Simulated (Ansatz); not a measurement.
# Convergence notes, G0W0 on CaO (CsCl type)

CaO (CsCl type), relaxed with r2SCAN; one-shot G0W0 in Ansatz without spin-orbit coupling. Note: simulated data, non-magnetic, for a generated structure that need not be the stable one.

```cif
data_structure
_symmetry_space_group_name_H-M 'Pm-3m'
_symmetry_Int_Tables_number 221
_cell_length_a 2.9032
_cell_length_b 2.9032
_cell_length_c 2.9032
_cell_angle_alpha 90.000
_cell_angle_beta 90.000
_cell_angle_gamma 90.000
_cell_volume 24.47
loop_
_atom_site_label
_atom_site_type_symbol
_atom_site_symmetry_multiplicity
_atom_site_Wyckoff_symbol
_atom_site_fract_x
_atom_site_fract_y
_atom_site_fract_z
_atom_site_occupancy
Ca1 Ca 1 a 0.00000 0.00000 0.00000 1
O1 O 1 b 0.50000 0.50000 0.50000 1
```

Gaps are read over the mesh points alone. G0W0 here is at a finite number of bands, screening cutoff and k mesh, not at the basis limit.
```
 start       potentials      frequency model   mesh  empty bands  screening cutoff (eV)  Kohn-Sham gap (eV)  G0W0 gap (eV)
   PBE              PAW  contour deformation  6×6×6           55                    100                2.77           4.90
   PBE              PAW  contour deformation  6×6×6          134                    180                2.77           5.05
   PBE              PAW  contour deformation  6×6×6          260                    260                2.77           5.15
 HSE06              PAW  contour deformation  6×6×6          134                    180                4.48           5.75
r2SCAN              PAW  contour deformation  6×6×6          134                    180                3.27           5.26
  PBE0              PAW  contour deformation  6×6×6          134                    180                5.23           5.99
   PBE              PAW     Godby-Needs pole  6×6×6          134                    180                2.77           5.02
   PBE              PAW  contour deformation  8×8×8           39                     80                2.77           4.85
   PBE  norm-conserving  contour deformation  6×6×6          134                    180                2.76           4.94
```

Over the mesh points the PBE gap of 2.77 eV becomes a quasiparticle gap of 5.15 eV (M to Γ), a change of +2.38 eV. Renormalisation factors Z lie between 0.74 and 0.81.

Raising bands and cutoff together moves the gap by +0.15 eV (100 to 180 eV), then +0.10 eV (180 to 260 eV); the last step is still large, so the basis limit isn't reached. Starting from HSE06 (4.48 eV against PBE's 2.77 eV) gives 5.75 eV, +0.70 eV from G0W0@PBE at the same screening cutoff. Starting from r2SCAN (3.27 eV against PBE's 2.77 eV) gives 5.26 eV, +0.21 eV from G0W0@PBE at the same screening cutoff. Starting from PBE0 (5.23 eV against PBE's 2.77 eV) gives 5.99 eV, +0.94 eV from G0W0@PBE at the same screening cutoff. The Godby-Needs plasmon pole differs from contour deformation by -0.03 eV. Norm-conserving potentials (wave cutoff 1240 eV against 420 eV) shift the quasiparticle gap by -0.11 eV and the PBE gap by -0.01 eV. r2SCAN runs take a wave cutoff of 500 eV.
